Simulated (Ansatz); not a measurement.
Crystal: MoS2.

```
CELL_PARAMETERS angstrom
1.58000 0.91221 6.15000
-1.58000 0.91221 6.15000
0.00000 -1.82443 6.15000
ATOMIC_POSITIONS crystal
Mo 0.00000 0.00000 0.00000
S 0.41700 0.41700 0.41700
S 0.25000 0.25000 0.25000
```

Measurements of this composition are mostly on another form, of space group No. 194.

Base run:

| Quantity | Value |
| --- | --- |
| Program | Ansatz 0.2.0 |
| Functional | BLYP |
| Potentials or basis | Ansatz PAW |
| Cutoff | 420 eV (not typed: the program's choice for these potentials) |
| k mesh | 6 × 6 × 6 |
| Occupations | fermi-dirac, width 0.05 eV |
| Spin | no spin polarisation |

Its results: band gap on the k mesh 0.92 eV, indirect (least direct gap 1.70 eV); pressure 12.9 GPa; largest force 0.939 eV/Å.

Problem. After a change of settings the same cell gave: band gap on the k mesh 0.90 eV, indirect (least direct gap 1.71 eV); pressure 0.3 GPa; largest force 0.266 eV/Å. Which change was it?
A. functional from BLYP to r2SCAN; cutoff from 420 eV (not typed: the program's choice for these potentials) to 500 eV (not typed: the program's choice for these potentials)
B. functional from BLYP to PBEsol
C. functional from BLYP to HSE06
D. functional from BLYP to LDA

Solution. B.

PBEsol binds more tightly than BLYP, so the same cell stands under less pressure.

Caveats: the PAW data sets come from PBE, with cores solved anew for the run's functional, which leaves a small shift of forces and pressure.

Runs at the PBE level aren't shown here.
